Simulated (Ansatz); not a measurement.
A (211) slab of CaF$_{2}$ (Fm-3m (No. 225)), 10 planes, outer planes CaF2 (top) and CaF2 (bottom), with 30 atoms (Ca10F20) in a surface cell of A = 35.989 Å², as cut from the bulk:

```
CELL_PARAMETERS angstrom
3.83306 0.00000 0.00000
0.00000 9.38904 0.00000
0.00000 0.00000 24.95858
ATOMIC_POSITIONS crystal
Ca 0.50000 0.66667 0.30050
F 0.50000 0.41667 0.30050
F 0.50000 0.91667 0.30050
Ca 0.00000 0.33333 0.34483
F 0.00000 0.08333 0.34483
F 0.00000 0.58333 0.34483
Ca 0.50000 0.00000 0.38917
F 0.50000 0.75000 0.38917
F 0.50000 0.25000 0.38917
Ca 0.00000 0.66667 0.43350
F 0.00000 0.41667 0.43350
F 0.00000 0.91667 0.43350
Ca 0.50000 0.33333 0.47783
F 0.50000 0.08333 0.47783
F 0.50000 0.58333 0.47783
Ca 0.00000 0.00000 0.52217
F 0.00000 0.75000 0.52217
F 0.00000 0.25000 0.52217
Ca 0.50000 0.66667 0.56650
F 0.50000 0.41667 0.56650
F 0.50000 0.91667 0.56650
Ca 0.00000 0.33333 0.61083
F 0.00000 0.08333 0.61083
F 0.00000 0.58333 0.61083
Ca 0.50000 0.00000 0.65517
F 0.50000 0.75000 0.65517
F 0.50000 0.25000 0.65517
Ca 0.00000 0.66667 0.69950
F 0.00000 0.41667 0.69950
F 0.00000 0.91667 0.69950
```

Method: Ansatz, DFT PBEsol, scalar-relativistic, plane waves, PAW. Plane waves to 420 eV, a k mesh through Γ of 7×3×1 on the computed 30-atom cell and Gaussian smearing (0.05 eV); no spin polarisation. The cell repeats along c with a dipole correction in the vacuum.

Against the same 30 atoms in the bulk, the slab as cut lies 5.841 eV higher and the relaxed slab 3.798 eV higher.

Q: Work out the surface energy before and after relaxation.

A: The slab has two faces, so γ = (E_slab − N·E_bulk)/(2A), the mean of both. As cut: 5.841/(2 × 35.989) = 0.0811 eV/Å², and 1 eV/Å² = 16.02 J/m², so γ = 1.30 J/m². Relaxed: 3.798/(2 × 35.989) = 0.0528 eV/Å² = 0.85 J/m². Relaxation recovers 35 % of the cost of cutting.

Q: What is the ideal work of this cut, per area?

A: Griffith's ideal work is 2γ: 2.60 J/m² if the new faces stay rigid, 1.69 J/m² if they relax. One thickness was run, 10 planes, so γ can still shift with it.